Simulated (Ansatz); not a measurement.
The system is HgTe (Coloradoite).

```
Hg Te
1.0
     0.00000    3.21450    3.21450
     3.21450    0.00000    3.21450
     3.21450    3.21450    0.00000
Hg Te
1 1
Direct
  0.00000 0.00000 0.00000
  0.75000 0.75000 0.75000
```

- Program: Ansatz 0.2.0
- Task: relaxation of cell and atoms
- Functional: r2SCAN
- Dispersion: rVV10
- Potentials or basis: Ansatz PAW
- Cutoff: 500 eV (not typed: the program's choice for these potentials)
- k mesh: 7 × 7 × 7
- Occupations: fermi-dirac, width 0.05 eV
- Spin: no spin polarisation

At the start: volume 33.22 Å³/atom.

Question: Where does the relaxation end?

Answer: It ends after 5 steps and the volume is 34.75 Å³/atom (+4.6 %); space group F-43m (No. 216, to 0.05 Å).

The path:
| step | energy change (eV) | largest force (eV/Å) | volume (Å³) |
| --- | --- | --- | --- |
| 1 | 0.0000 | 0.0000 | 66.43 |
| 2 | -0.0101 | 0.0000 | 71.74 |
| 3 | -0.0195 | 0.0000 | 69.71 |
| 4 | -0.0197 | 0.0000 | 69.50 |
| 5 | -0.0204 | 0.0000 | 69.50 |

Final structure:
```yaml
crystal:
  lattice:
    - [0.00000, 3.26325, 3.26325]
    - [3.26325, 0.00000, 3.26325]
    - [3.26325, 3.26325, 0.00000]
  atoms:
    - { symbol: Hg, position: [0.00000, 0.00000, 0.00000] }
    - { symbol: Te, position: [0.75000, 0.75000, 0.75000] }
```

Caveat: the plane-wave basis is chosen anew once the cell has moved, so the energies of steps on either side of that aren't comparable; the PAW data sets come from PBE, with cores solved anew for the run's functional, which leaves a small shift of forces and pressure.
